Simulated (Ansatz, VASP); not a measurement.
# ZnO: VASP beside Ansatz

```
CELL_PARAMETERS angstrom
3.27972 0.00000 0.00000
-1.63986 2.84032 0.00000
0.00000 0.00000 5.04656
ATOMIC_POSITIONS crystal
Zn 0.33333 0.66667 0.00754
Zn 0.66667 0.33333 0.50754
O 0.33333 0.66667 0.35587
O 0.66667 0.33333 0.85587
```

Change from the starting cell: mode 7 frozen in at -0.131 Å, normal strain along z -0.0467.

Alike in both runs: task single point; functional PBE; k mesh 9 × 9 × 6; occupations gaussian, width 0.05 eV; no spin polarisation.

|  | VASP | Ansatz |
| --- | --- | --- |
| version | VASP 6.6.1 | Ansatz 0.2.0 |
| potentials or method | VASP PAW PBE potentials, release 64 (Zn, O) | scalar-relativistic, plane waves, PAW |
| plane-wave cutoff (eV) | 520 | 520 |
| valence electrons in the cell | 36 | 36 |

```csv
,VASP,Ansatz,Ansatz less VASP
gap on the k mesh at the Fermi level (eV),0.86,0.86,+0.002
least direct gap on the mesh (eV),0.86,0.86,+0.002
pressure (GPa),14.4,13.2,-1.15
largest component of the traceless stress (GPa),28.69,27.57,-1.121
rms of the force components (eV/Å),1.786,1.720,-0.0661
```

Atom by atom the forces differ by 0.066 eV/Å (rms over components).

Caveats: forces of over 1 eV/Å show positions far from the minimum, so gaps and moduli don't describe the material at rest.
